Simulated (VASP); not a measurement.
**VASP 6.6.1 run: CaO**

INCAR

```
SIGMA = 0.02
ISMEAR = -1
NELM = 120
IBRION = -1
LWAVE = .FALSE.
LASPH = .TRUE.
ISYM = -1
ISIF = 2
GGA = PE
NSW = 0
PREC = Accurate
LCHARG = .FALSE.
NBANDS = 15
LREAL = .FALSE.
EDIFF = 1E-7
ENCUT = 520
```

KPOINTS

```
KPOINTS created by Atomic Simulation Environment
0
Gamma
4 4 4
0 0 0
```

POSCAR

```
Ca O
 1.0000000000000000
     0.0000000000000000    2.3735746124000001    2.3735746124000001
     2.3735746124000001    0.0000000000000000    2.3735746124000001
     2.3735746124000001    2.3735746124000001    0.0000000000000000
 Ca  O
   1   1
Cartesian
  0.0000000000000000  0.0000000000000000  0.0000000000000000
  2.3735746124000001  2.3735746124000001  2.3735746124000001
```

The recommended PBE PAW datasets give the neutral cell 16 valence electrons.

Command

```
mpirun -np 1 vasp_std
```

Question: Predict the outcome of this run.

Answer: It converged. Results: gap between bands v and c on the k mesh 3.61 eV; least direct gap on the k mesh 3.98 eV; pressure 6.9 GPa. Band v is the last that the valence electrons fill when counted band by band, and c is the next.

OSZICAR

```
N       E                     dE             d eps       ncg     rms          rms(c)
DAV:   1     0.124790899651E+03    0.12479E+03   -0.83166E+03  1920   0.109E+03
DAV:   2    -0.924807497798E+01   -0.13404E+03   -0.12479E+03  2306   0.290E+02
DAV:   3    -0.143432337326E+02   -0.50952E+01   -0.50632E+01  2355   0.592E+01
DAV:   4    -0.144873224347E+02   -0.14409E+00   -0.14403E+00  2664   0.873E+00
DAV:   5    -0.144893759308E+02   -0.20535E-02   -0.20533E-02  2307   0.872E-01    0.858E+00
DAV:   6    -0.128321649204E+02    0.16572E+01   -0.49118E+00  2155   0.218E+01    0.343E+00
DAV:   7    -0.127707346581E+02    0.61430E-01   -0.39991E-01  2340   0.652E+00    0.180E+00
DAV:   8    -0.127685677103E+02    0.21669E-02   -0.76778E-02  2529   0.295E+00    0.473E-01
DAV:   9    -0.127663657820E+02    0.22019E-02   -0.54066E-03  2074   0.646E-01    0.108E-01
DAV:  10    -0.127669651744E+02   -0.59939E-03   -0.65256E-04  2305   0.237E-01    0.367E-02
DAV:  11    -0.127669447373E+02    0.20437E-04   -0.54072E-05  2410   0.820E-02    0.684E-03
DAV:  12    -0.127669445913E+02    0.14599E-06   -0.65095E-06  2249   0.247E-02    0.184E-03
DAV:  13    -0.127669447215E+02   -0.13018E-06   -0.15743E-07  2264   0.360E-03    0.247E-04
DAV:  14    -0.127669447247E+02   -0.32235E-08   -0.11191E-08  1338   0.946E-04
   1 F= -.12766945E+02 E0= -.12766945E+02  d E =-.115440E-11
```

For comparison, a separate PBE run of the intended cell, on usual settings and not on those above, gives a gap of 3.62 eV on its mesh and a pressure of 6.9 GPa.
